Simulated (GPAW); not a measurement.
# Cu3Au (Auricupride) (Pm-3m) in GPAW: notebook

One crystal, Cu3Au (Auricupride), is run at these levels: r2SCAN; tasks: band structure.

All numbers are computed with GPAW 26.7.0; they aren't measurements. Logs are shortened: lines on timing, memory, paths and dates and some standing lists are left out, and cuts for length are marked. The log counts tension as positive stress, the text compression.

### 1 The structure

The structure is cubic, space group Pm-3m (No. 221). Conventional cell: a = 3.740 Å, b = 3.740 Å, c = 3.740 Å, α = 90.00°, β = 90.00°, γ = 90.00°. Around Au (site symmetry m-3m) lie 12 Cu at 2.64 Å. Cu (site symmetry 4/mmm) has 4 Au at 2.64 Å and 8 Cu at 2.64 Å as nearest neighbours.

### 2 Band structure, r2SCAN

run.py

```python
from ase import Atoms
from ase.dft.bandgap import bandgap
from ase.io import write
from ase.units import GPa
from gpaw import GPAW, PW

atoms = Atoms(['Au', 'Cu', 'Cu', 'Cu'],
              cell=[[3.74, 0.0, 0.0],
                    [0.0, 3.74, 0.0],
                    [0.0, 0.0, 3.74]],
              scaled_positions=[[0.0, 0.0, 0.0],
                                [0.5, 0.5, 0.0],
                                [0.5, 0.0, 0.5],
                                [0.0, 0.5, 0.5]],
              pbc=True)

calc = GPAW(mode=PW(600),
            xc='MGGA_X_R2SCAN+MGGA_C_R2SCAN',
            kpts={'size': (7, 7, 7), 'gamma': True},
            occupations={'name': 'fermi-dirac', 'width': 0.05},
            nbands=42,
            convergence={'density': 1e-05, 'energy': 1e-05},
            maxiter=150,
            txt='gpaw.txt')
atoms.calc = calc
energy = atoms.get_potential_energy()
forces = atoms.get_forces()
stress = atoms.get_stress()
calc.write('gs.gpw')
write('result.traj', atoms)
print(f'Energy: {energy:.6f} eV')
print('Forces (eV/A):')
print(forces.round(4))
print('Stress (GPa):', (stress / GPa).round(3))
print('Fermi level:', round(calc.get_fermi_level(), 4), 'eV')
print(f'Gap: {bandgap(calc)[0]:.4f} eV, direct: {bandgap(calc, direct=True)[0]:.4f} eV')

path = atoms.cell.bandpath('GXMGRX,MR', npoints=60, eps=1e-4)
bs_calc = calc.fixed_density(kpts=path, symmetry='off', nbands=59,
                             convergence={'bands': 'CBM+6.0', 'eigenstates': 1e-6}, txt='bands.txt')
bs = bs_calc.band_structure()
bs.write('bs.json')
print(f'Gap on the path: {bandgap(bs_calc)[0]:.4f} eV')
```

Potentials or basis: GPAW PAW data sets (gpaw-data 1.2.1), pw.

Run with:

```
$ OMP_NUM_THREADS=1 python run.py
```

gpaw.txt:

```text
__  _  _
 | _ |_)|_||  |
 |__||  | ||/\| - 26.7.0

Input parameters:
  mode=PW(ecut=600.0),
  convergence={'density': 1e-05, 'energy': 1e-05},
  kpts=MonkhorstPack(size=(7, 7, 7), gamma=True),
  maxiter=150,
  nbands=42,
  occupations=Occupations(name='fermi-dirac', width=0.05),
  xc=XC(name='MGGA_X_R2SCAN+MGGA_C_R2SCAN')

Diagonalizing LCAO Hamiltonian
Converting LCAO to pw mode
   .--------.
  /|        |
 * |        |
 |Cu        |
 | |        |
 | .-Cu-----.
 |/    Cu  /
 Au-------*

Atoms  # Å, Bohr magnetons
|   | symbol |        x |        y |        z |    initial magnetic moments |
|---|--------|----------|----------|----------|-----------------------------|
| 0 |     Au | 0.000000 | 0.000000 | 0.000000 | ( 0.0000,  0.0000,  0.0000) |
| 1 |     Cu | 1.870000 | 1.870000 | 0.000000 | ( 0.0000,  0.0000,  0.0000) |
| 2 |     Cu | 1.870000 | 0.000000 | 1.870000 | ( 0.0000,  0.0000,  0.0000) |
| 3 |     Cu | 0.000000 | 1.870000 | 1.870000 | ( 0.0000,  0.0000,  0.0000) |

Unit cell  # Å
| periodic |        x |        y |        z |  lengths |    angles |
|----------|----------|----------|----------|----------|-----------|
|      yes | 3.740000 | 0.000000 | 0.000000 | 3.740000 | 90.000000 |
|      yes | 0.000000 | 3.740000 | 0.000000 | 3.740000 | 90.000000 |
|      yes | 0.000000 | 0.000000 | 3.740000 | 3.740000 | 90.000000 |

Number of symmetries: 48
Symmetry operations  # r_c * U_cc + t_c -> r_c
|    | kind |            matrix            |
|----|------|------------------------------|
|  0 |  E   |  1, 0, 0,  0, 1, 0,  0, 0, 1 |
|  1 |  σ   |  1, 0, 0,  0, 1, 0,  0, 0,-1 |
|  2 |  σ   |  1, 0, 0,  0, 0, 1,  0, 1, 0 |
|  3 |  C4  |  1, 0, 0,  0, 0, 1,  0,-1, 0 |
|  4 |  C4  |  1, 0, 0,  0, 0,-1,  0, 1, 0 |
|  5 |  σ   |  1, 0, 0,  0, 0,-1,  0,-1, 0 |
|  6 |  σ   |  1, 0, 0,  0,-1, 0,  0, 0, 1 |
|  7 |  C2  |  1, 0, 0,  0,-1, 0,  0, 0,-1 |
|  8 |  σ   |  0, 1, 0,  1, 0, 0,  0, 0, 1 |
|  9 |  C2  |  0, 1, 0,  1, 0, 0,  0, 0,-1 |
| 10 |  C3  |  0, 1, 0,  0, 0, 1,  1, 0, 0 |
| 11 |  S6  |  0, 1, 0,  0, 0, 1, -1, 0, 0 |
| 12 |  S6  |  0, 1, 0,  0, 0,-1,  1, 0, 0 |
| 13 |  C3  |  0, 1, 0,  0, 0,-1, -1, 0, 0 |
| 14 |  C4  |  0, 1, 0, -1, 0, 0,  0, 0, 1 |
| 15 |  S4  |  0, 1, 0, -1, 0, 0,  0, 0,-1 |
| 16 |  C3  |  0, 0, 1,  1, 0, 0,  0, 1, 0 |
| 17 |  S6  |  0, 0, 1,  1, 0, 0,  0,-1, 0 |
| 18 |  σ   |  0, 0, 1,  0, 1, 0,  1, 0, 0 |
| 19 |  C4  |  0, 0, 1,  0, 1, 0, -1, 0, 0 |
| 20 |  C2  |  0, 0, 1,  0,-1, 0,  1, 0, 0 |
| 21 |  S4  |  0, 0, 1,  0,-1, 0, -1, 0, 0 |
| 22 |  S6  |  0, 0, 1, -1, 0, 0,  0, 1, 0 |
| 23 |  C3  |  0, 0, 1, -1, 0, 0,  0,-1, 0 |
| 24 |  S6  |  0, 0,-1,  1, 0, 0,  0, 1, 0 |
| 25 |  C3  |  0, 0,-1,  1, 0, 0,  0,-1, 0 |
| 26 |  C4  |  0, 0,-1,  0, 1, 0,  1, 0, 0 |
| 27 |  σ   |  0, 0,-1,  0, 1, 0, -1, 0, 0 |
| 28 |  S4  |  0, 0,-1,  0,-1, 0,  1, 0, 0 |
| 29 |  C2  |  0, 0,-1,  0,-1, 0, -1, 0, 0 |
| 30 |  C3  |  0, 0,-1, -1, 0, 0,  0, 1, 0 |
| 31 |  S6  |  0, 0,-1, -1, 0, 0,  0,-1, 0 |
| 32 |  C4  |  0,-1, 0,  1, 0, 0,  0, 0, 1 |
| 33 |  S4  |  0,-1, 0,  1, 0, 0,  0, 0,-1 |
| 34 |  S6  |  0,-1, 0,  0, 0, 1,  1, 0, 0 |
| 35 |  C3  |  0,-1, 0,  0, 0, 1, -1, 0, 0 |
| 36 |  C3  |  0,-1, 0,  0, 0,-1,  1, 0, 0 |
| 37 |  S6  |  0,-1, 0,  0, 0,-1, -1, 0, 0 |
| 38 |  σ   |  0,-1, 0, -1, 0, 0,  0, 0, 1 |
| 39 |  C2  |  0,-1, 0, -1, 0, 0,  0, 0,-1 |
| 40 |  σ   | -1, 0, 0,  0, 1, 0,  0, 0, 1 |
| 41 |  C2  | -1, 0, 0,  0, 1, 0,  0, 0,-1 |
| 42 |  C2  | -1, 0, 0,  0, 0, 1,  0, 1, 0 |
| 43 |  S4  | -1, 0, 0,  0, 0, 1,  0,-1, 0 |
| 44 |  S4  | -1, 0, 0,  0, 0,-1,  0, 1, 0 |
| 45 |  C2  | -1, 0, 0,  0, 0,-1,  0,-1, 0 |
| 46 |  C2  | -1, 0, 0,  0,-1, 0,  0, 0, 1 |
| 47 |  i   | -1, 0, 0,  0,-1, 0,  0, 0,-1 |

BZ-sampling:
  Number of BZ points: 343
  Number of IBZ points: 20

  Monkhorst-Pack size: [7, 7, 7]
  Monkhorst-Pack shift: [0, 0, 0]

K-points  # in reciprocal-cell coordinates
|     |                                coordinates |     weight |
|-----|--------------------------------------------|------------|
|   0 | (  0.00000000,   0.00000000,   0.00000000) | 0.00291545 |
|   1 | (  0.14285714,   0.00000000,   0.00000000) | 0.01749271 |
|   2 | (  0.14285714,   0.14285714,   0.00000000) | 0.03498542 |
|   3 | (  0.14285714,   0.14285714,   0.14285714) | 0.02332362 |
|   4 | (  0.28571429,   0.00000000,   0.00000000) | 0.01749271 |
|   5 | (  0.28571429,   0.14285714,   0.00000000) | 0.06997085 |
|   6 | (  0.28571429,   0.14285714,   0.14285714) | 0.06997085 |
|   7 | (  0.28571429,   0.28571429,   0.00000000) | 0.03498542 |
|   8 | (  0.28571429,   0.28571429,   0.14285714) | 0.06997085 |
|   9 | (  0.28571429,   0.28571429,   0.28571429) | 0.02332362 |
| ... |                                            |            |
|  19 | (  0.42857143,   0.42857143,   0.42857143) | 0.02332362 |

Plane wave coefficients: 1767
Cutoff: 600.0 eV

Spin-components: 1 (collinear spins)
Bands:           42
Projectors:      24
Spin-degeneracy: 2
Datatype:        complex128

Parallelization:
  kpt:    1
  domain: 1
  band:   1

Density:
  Valence electrons: 44.0
  Components: 1
  Grid points: [24 24 24]
  Charge: 0.0  # |e|

Potential:
  Grid points: [24 24 24]

species:
  Au:
    name:    Gold
    Z:       79.0
    valence: 11
    core:    68
    charge:  0.0  # [|e|]
    compensation charges:
      type: gauss
      rc: 0.42  # [Å]
      lmax: 2
    cutoffs:
      filter: 2.33  # [Å]
      core: 2.81  # [Å]
    projectors
    | kind |    occ | energy [eV] | rcut [Å] |
    |------|--------|-------------|----------|
    |   6s |  1.000 |      -5.728 |    1.323 |
    |   6p |  0.000 |      -0.775 |    1.323 |
    |   5d | 10.000 |      -6.891 |    1.323 |
    |    s |        |      21.484 |    1.323 |
    |    p |        |      26.436 |    1.323 |
    |    d |        |      20.321 |    1.323 |

    Using partial waves for Au as LCAO basis

  Cu:
    name:    Copper
    Z:       29.0
    valence: 11
    core:    18
    charge:  0.0  # [|e|]
    compensation charges:
      type: gauss
      rc: 0.33  # [Å]
      lmax: 2
    cutoffs:
      filter: 2.06  # [Å]
      core: 2.43  # [Å]
    projectors
    | kind |    occ | energy [eV] | rcut [Å] |
    |------|--------|-------------|----------|
    |   4s |  1.000 |      -4.609 |    1.164 |
    |   4p |  0.000 |      -0.698 |    1.164 |
    |   3d | 10.000 |      -5.039 |    1.058 |
    |    s |        |      22.603 |    1.164 |
    |    p |        |      26.513 |    1.164 |
    |    d |        |      22.172 |    1.058 |

    Using partial waves for Cu as LCAO basis

Reference energy: -651662.626633  # eV

eigensolver:
  PPCG
  Converge bands: occupied
  niter=2

density mixing:
  MSR1-Mixer
  Pratt-step length: 0.05
  Maximum mixing coefficient: 0.75
  Old densities: 10
  SVD Regularization: 0.005
  Good broyden scale: 1.0
  Trust region scale: 1.0
  Backstep threshold: 4.0
  History deletion threshold: 6.0
  Fourier metric: weight=20.0, sigma=0.015

occupation numbers:
  Fermi-Dirac:
    width: 0.0500  # eV

poisson solver:
  ecut: 4800.0  # eV

xc functional:
  name: MGGA_X_R2SCAN+MGGA_C_R2SCAN with 2 nearest neighbor stencil

convergence criteria:
- Maximum integral of absolute [dens]ity change: 1e-05 electrons / valence electron
- Maximum [total energy] change in last 3 cyles: 1e-05 eV / valence electron
- Maximum integral of absolute [eigenst]ate change: 4e-08 eV^2 / valence electron
maximum number of iterations: 150

SCF iterations
|iter     | |      energy | eigst |  dens |
|---------|-|-------------|-------|-------|
|iter:   1| |  -51.586983 | +0.20 |       |
|iter:   2| |  -49.384929 | -1.29 | -1.00 |
|iter:   3| |  -48.869222 | -2.25 | -1.17 |
|iter:   4| |  -48.690656 | -2.04 | -1.38 |
|iter:   5| |  -48.716820 | -2.87 | -1.94 |
|iter:   6| |  -48.717489 | -3.02 | -2.16 |
|iter:   7| |  -48.718548 | -3.67 | -2.59 |
|iter:   8| |  -48.718552 | -5.20 | -3.15 |
|iter:   9| |  -48.718543c| -5.96 | -3.52 |
|iter:  10| |  -48.718544c| -7.25 | -4.15 |
|iter:  11| |  -48.718545c| -7.51c| -4.22 |
|iter:  12| |  -48.718546c| -8.07c| -4.61 |
|iter:  13| |  -48.718546c| -9.16c| -5.79c|

Converged in 13 steps
Energy contributions relative to reference atoms: (reference = -651662.626633)

Energy contributions:
  Kinetic:           3.098195
  Coulomb:          -7.833933
  Zero:              0.302714
  External:          0.000000
  Xc:              -44.279853
  Entropy:          -0.011339
  Spinorbit:         0.000000
  ----------------------------
  Free energy:     -48.724215
  Extrapolated:    -48.718546

dipole moment: (-20.978826, -20.978826, -20.978826)  # |e|*Ang

Fermi level: 8.615
Eigenvalues  # (at kpt = [0.000, 0.000, 0.000])
| band index |      eig [eV] | occ [0-2] |
|------------|---------------|-----------|
|          0 |        -1.336 |     2.000 |
|        ... |               |           |
|         13 |         6.920 |     2.000 |
|         14 |         6.920 |     2.000 |
|         15 |         7.050 |     2.000 |
|         16 |         7.050 |     2.000 |
|         17 |         7.050 |     2.000 |
|         18 |         7.205 |     2.000 |
[... 8 lines left out ...]
|         27 |        20.626 |     0.000 |
|         28 |        20.626 |     0.000 |
|        ... |               |           |
|         41 |        33.350 |     0.000 |

No gap
No difference between direct/indirect transitions

Forces  # eV/Ang
|        x |        y |        z |
|----------|----------|----------|
| -0.00000 | -0.00000 | -0.00000 |  # Au   0
| -0.00000 |  0.00000 |  0.00000 |  # Cu   1
| -0.00000 |  0.00000 |  0.00000 |  # Cu   2
|  0.00000 |  0.00000 |  0.00000 |  # Cu   3

Stress tensor  # eV/Ang^3
|         x |         y |         z |
|-----------|-----------|-----------|
| -0.009149 |  0.000000 |  0.000000 |
|  0.000000 | -0.009149 |  0.000000 |
|  0.000000 |  0.000000 | -0.009149 |

# Writing to gs.gpw (mode='')
```

It took 5.7 min on 1 thread of Arm Neoverse V1, shared host; peak memory 0.52 GiB.

What came out:

```
Free energy             : -48.7242 eV
Pressure                : 1.5 GPa
Band gap along the path : none (metal or under the smearing width)
```

Levels at the corners of the path, in eV from the Fermi level:
| point | band 20 | band 21 | band 22 | band 23 | band 24 | band 25 |
| --- | --- | --- | --- | --- | --- | --- |
| Γ | -1.41 | -1.41 | 1.42 | 1.42 | 1.42 | 6.36 |
| X | -1.98 | -1.56 | -1.41 | 6.17 | 6.17 | 6.98 |
| M | -2.20 | -0.48 | -0.48 | -0.38 | 0.42 | 9.09 |
| Γ | -1.41 | -1.41 | 1.42 | 1.42 | 1.42 | 6.36 |
| R | -1.65 | -1.06 | -1.00 | -1.00 | -1.00 | 2.67 |
| X | -1.98 | -1.56 | -1.41 | 6.17 | 6.17 | 6.98 |
| M | -2.20 | -0.48 | -0.48 | -0.38 | 0.42 | 9.09 |
| R | -1.65 | -1.06 | -1.00 | -1.00 | -1.00 | 2.67 |

Caveat: with these Cu and Au data sets, volumes or pressures lay over 1.5 % or 2 GPa off other programs in two to four cells of ten; the PAW data sets were made with another functional, which shifts forces and pressure a little; spin-orbit coupling is left out, which moves the levels of the heavy elements.

### 3 Band structure, r2SCAN, spin-orbit coupling, no magnetisation

run.py, as its differences from that of step 2:

```diff
@@ -1 +1,2 @@
+import numpy as np
 from ase import Atoms
@@ -5,2 +6,3 @@
 from gpaw import GPAW, PW
+from gpaw.spinorbit import soc_eigenstates
 
@@ -18,3 +20,3 @@
             xc='MGGA_X_R2SCAN+MGGA_C_R2SCAN',
-            kpts={'size': (7, 7, 7), 'gamma': True},
+            kpts={'size': (5, 5, 5), 'gamma': True},
             occupations={'name': 'fermi-dirac', 'width': 0.05},
@@ -43 +45,7 @@
 print(f'Gap on the path: {bandgap(bs_calc)[0]:.4f} eV')
+
+soc = soc_eigenstates(bs_calc, theta=90, phi=0, ignore_xc_potential=True)
+np.savetxt('soc_bands.dat', soc.eigenvalues(), fmt='%.4f')
+mesh = soc_eigenstates('gs.gpw', theta=90, phi=0, ignore_xc_potential=True)
+np.savetxt('soc_mesh.dat', mesh.eigenvalues(), fmt='%.4f')
+print('Fermi level with spin-orbit coupling:', round(mesh.fermi_level, 4), 'eV')
```

Potentials or basis: GPAW PAW data sets (gpaw-data 1.2.1), pw.

Run with:

```
$ OMP_NUM_THREADS=1 python run.py
```

It took 4.6 min on 1 thread of Arm Neoverse V1, shared host; peak memory 0.56 GiB.

Results (log left out):

| Property | Result |
| --- | --- |
| Free energy | -48.6047 eV |
| Pressure | 1.6 GPa |
| Band gap along the path | none (metal or under the smearing width) |

Levels at the corners of the path, in eV from the Fermi level:
| point | band 41 | band 42 | band 43 | band 44 | band 45 | band 46 | band 47 | band 48 |
| --- | --- | --- | --- | --- | --- | --- | --- | --- |
| Γ | -1.21 | -1.21 | 0.73 | 0.73 | 1.61 | 1.61 | 1.62 | 1.62 |
| X | -1.61 | -1.61 | -1.43 | -1.43 | 5.47 | 5.48 | 6.57 | 6.57 |
| M | -0.61 | -0.61 | -0.45 | -0.45 | -0.41 | -0.41 | 0.41 | 0.41 |
| Γ | -1.21 | -1.21 | 0.73 | 0.73 | 1.61 | 1.61 | 1.62 | 1.62 |
| R | -1.55 | -1.55 | -1.10 | -1.10 | -0.73 | -0.73 | -0.73 | -0.73 |
| X | -1.61 | -1.61 | -1.43 | -1.43 | 5.47 | 5.48 | 6.57 | 6.57 |
| M | -0.61 | -0.61 | -0.45 | -0.45 | -0.41 | -0.41 | 0.41 | 0.41 |
| R | -1.55 | -1.55 | -1.10 | -1.10 | -0.73 | -0.73 | -0.73 | -0.73 |

Caveat: with these Cu and Au data sets, volumes or pressures lay over 1.5 % or 2 GPa off other programs in two to four cells of ten; spin-orbit coupling was added after a scalar SCF, so levels and gaps hold it while energy, forces, pressure and moments don't; this program's spin-orbit splittings come out too wide for heavy elements; the PAW data sets were made with another functional, which shifts forces and pressure a little.
